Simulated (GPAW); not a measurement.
The system is MnO.

```
CELL_PARAMETERS angstrom
0.00000 2.22391 2.22391
2.22391 0.00000 2.22391
2.22391 2.22391 0.00000
ATOMIC_POSITIONS crystal
Mn 0.00000 0.00000 0.00000
O 0.50000 0.50000 0.50000
```

The cell is a database's computed one.

Program: GPAW 26.7.0. Alike in all runs: spin collinear, ferromagnetic start; cell as given; smearing fermi-dirac 0.05 eV.

Q: Order these runs on this cell by their pressure, lowest first.
A. level PBEsol+U; potentials or basis PAW data sets generated in the run's folder for this functional, pw; U Mn d U = 4 eV; k mesh 10 × 10 × 10; cutoff (eV) 800; maxiter 150; band path GXWKGLUWLK,UX; band points 80
B. level PBEsol; potentials or basis PAW data sets generated in the run's folder for this functional, pw; k mesh 10 × 10 × 10; cutoff (eV) 800; maxiter 150; band path GXWKGLUWLK,UX; band points 80
C. level LDA; potentials or basis the program's PAW data sets (release 1.2.1) made for this functional, pw; k mesh 8 × 8 × 8; cutoff (eV) 600; maxiter 120; convergence default
D. level LDA+U; potentials or basis the program's PAW data sets (release 1.2.1) made for this functional, pw; U Mn d U = 1 eV; k mesh 7 × 7 × 7; cutoff (eV) 800; maxiter 150; band path GXWKGLUWLK,UX; band points 80
E. level PBEsol+U; potentials or basis PAW data sets generated in the run's folder for this functional, pw; U Mn d U = 2 eV; k mesh 10 × 10 × 10; cutoff (eV) 800; maxiter 150; band path GXWKGLUWLK,UX; band points 80

A: C (-18.8 GPa), D (-8.5 GPa), B (-5.9 GPa), E (1.9 GPa), A (3.5 GPa).

Caveats: a cell with one magnetic atom can't hold antiferromagnetic order, which such compounds often take; the cutoff is short for stress and forces, so pressures can be off by a GPa or more (some runs); so large a pressure means that the cell lies far from this level's equilibrium, or that cutoff or potentials fall short (some runs).

Not every run made on this cell is shown here.
